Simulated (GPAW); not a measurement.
Crystal: Ge.

```
Ge
1.0
     3.99759    0.00000    0.00000
    -1.99879    3.46201    0.00000
     0.00000    0.00000    6.59938
Ge
4
Cartesian
  0.0000 2.3080 6.1843
  1.9988 1.1540 2.8846
  0.0000 2.3080 3.7148
  1.9988 1.1540 0.4151
```

This isn't the form of Ge at room conditions, which is diamond.

Base run:

| Item | Value |
| --- | --- |
| Program | GPAW 26.7.0 |
| Functional | PBEsol |
| Potentials or basis | PAW data sets generated in the run's folder for this functional |
| Cutoff | 450 eV |
| Basis | pw |
| k mesh | 6 × 6 × 4 |
| Occupations | fermi-dirac, width 0.05 eV |
| Spin | no spin polarisation |

Its results: band gap on the k mesh 0.07 eV, indirect (least direct gap 0.11 eV); pressure 0.3 GPa.

Task: The run is repeated on the same cell with these changes: functional from PBEsol to LDA; potentials or basis from PAW data sets generated in the run's folder for this functional to the program's PAW data sets (release 1.2.1) made for this functional. What comes out?

Result: Band gap on the k mesh 0.17 eV, indirect (least direct gap 0.25 eV); pressure -1.6 GPa.

Caveats: the cutoff is short for stress and forces, so pressures can be off by a GPa or more.

A k mesh can miss the band edges.
